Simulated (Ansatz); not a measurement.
A relaxation computed with Ansatz, from input to last step.

```yaml
crystal:
  lattice:
    - [3.7890751029, 0.0, 0.0]
    - [-1.8945375515, 3.281435296, 0.0]
    - [0.0, 0.0, 6.4623255351]
  atoms:
    - { symbol: Pt, position: [0.0, 0.0, 0.0] }
    - { symbol: Se, position: [0.6666666667, 0.3333333333, 0.7990307773] }
    - { symbol: Se, position: [0.3333333333, 0.6666666667, 0.2009692227] }
basis:
  ecutwfc: 420
kpoints:
  mp_grid: { grid: [12, 12, 4] }
hamiltonian:
  xc: pbe
scf:
  occupations: { method: gaussian, width: 0.02 }
output:
  forces: true
  stress: true
  eigenvalues: true
relax:
  adjacent_minimum: "off"
  f_tol: 0.008
  max_steps: 40
  cell: { stress_tol: 0.015, fix: [a, b, gamma] }
```

```bash
ansatz run input.yaml --threads 1 --pin off --max-ram 2560MiB --backend cpu --events-out ev --progress --plain --runs-dir out
```

Level of theory: Ansatz, DFT PBE, scalar-relativistic, plane waves, PAW.

Of 8 frames 7 are shown, positions in Å and forces in eV/Å; the SCF threshold varies from step to step. Steps run on the plane waves of an earlier cell, with a Pulay correction in the pressure. The basis is chosen afresh for the last frame, the zero of the energies, and at times for earlier ones too; energy and pressure step there, also at an unchanged geometry. The mark taken_back stands on steps that the optimiser undid.

```xyz
3
Lattice="3.7891 0.0000 0.0000 -1.8945 3.2814 0.0000 0.0000 0.0000 6.4623" Properties=species:S:1:pos:R:3:forces:R:3 pbc="T T T" step=1 free_energy_over_end_meV_per_atom=0.63 pressure_GPa=-1.52
Pt    0.0000    0.0000    0.0000    0.0000    0.0000    0.0000
Se    1.8945    1.0938    5.1636    0.0000    0.0000    0.1332
Se    0.0000    2.1876    1.2987    0.0000    0.0000   -0.1332
3
Lattice="3.7891 0.0000 0.0000 -1.8945 3.2814 0.0000 0.0000 0.0000 6.4545" Properties=species:S:1:pos:R:3:forces:R:3 pbc="T T T" step=2 free_energy_over_end_meV_per_atom=0.85 pressure_GPa=-0.22 taken_back
Pt    0.0000    0.0000    0.0000    0.0000    0.0000    0.0000
Se    1.8945    1.0938    5.1829    0.0000    0.0000   -0.1618
Se    0.0000    2.1876    1.2716    0.0000    0.0000    0.1618
3
Lattice="3.7891 0.0000 0.0000 -1.8945 3.2814 0.0000 0.0000 0.0000 6.4524" Properties=species:S:1:pos:R:3:forces:R:3 pbc="T T T" step=3 free_energy_over_end_meV_per_atom=0.06 pressure_GPa=-0.94
Pt    0.0000    0.0000    0.0000    0.0000    0.0000    0.0000
Se    1.8945    1.0938    5.1660    0.0000    0.0000    0.0009
Se    0.0000    2.1876    1.2864    0.0000    0.0000   -0.0009
3
Lattice="3.7891 0.0000 0.0000 -1.8945 3.2814 0.0000 0.0000 0.0000 6.4471" Properties=species:S:1:pos:R:3:forces:R:3 pbc="T T T" step=4 free_energy_over_end_meV_per_atom=0.05 pressure_GPa=-0.94
Pt    0.0000    0.0000    0.0000    0.0000    0.0000    0.0000
Se    1.8945    1.0938    5.1607    0.0000    0.0000    0.0011
Se    0.0000    2.1876    1.2864    0.0000    0.0000   -0.0011
3
Lattice="3.7891 0.0000 0.0000 -1.8945 3.2814 0.0000 0.0000 0.0000 6.2831" Properties=species:S:1:pos:R:3:forces:R:3 pbc="T T T" step=5 free_energy_over_end_meV_per_atom=-0.11 pressure_GPa=-0.86
Pt    0.0000    0.0000    0.0000    0.0000    0.0000    0.0000
Se    1.8945    1.0938    4.9977    0.0000    0.0000   -0.0092
Se    0.0000    2.1876    1.2854    0.0000    0.0000    0.0092
3
Lattice="3.7891 0.0000 0.0000 -1.8945 3.2814 0.0000 0.0000 0.0000 6.3151" Properties=species:S:1:pos:R:3:forces:R:3 pbc="T T T" step=6 free_energy_over_end_meV_per_atom=-0.09 pressure_GPa=-0.92
Pt    0.0000    0.0000    0.0000    0.0000    0.0000    0.0000
Se    1.8945    1.0938    5.0287    0.0000    0.0000    0.0008
Se    0.0000    2.1876    1.2864    0.0000    0.0000   -0.0008
3
Lattice="3.7891 0.0000 0.0000 -1.8945 3.2814 0.0000 0.0000 0.0000 6.3059" Properties=species:S:1:pos:R:3:forces:R:3 pbc="T T T" step=8 free_energy_over_end_meV_per_atom=0.00 pressure_GPa=-0.91
Pt    0.0000    0.0000    0.0000    0.0000    0.0000    0.0000
Se    1.8945    1.0938    5.0196    0.0000    0.0000   -0.0001
Se    0.0000    2.1876    1.2863    0.0000    0.0000    0.0001
```

It took 91 s on 1 thread of Intel(R) Xeon(R) Platinum 8259CL CPU @ 2.50GHz (Skylake/Cascade Lake), on a shared host, peak memory 0.51 GiB.

Spin–orbit coupling is left out, which can shift energies with elements as heavy as these. The cell holds layers, and where no dispersion correction was added their binding is poorly described.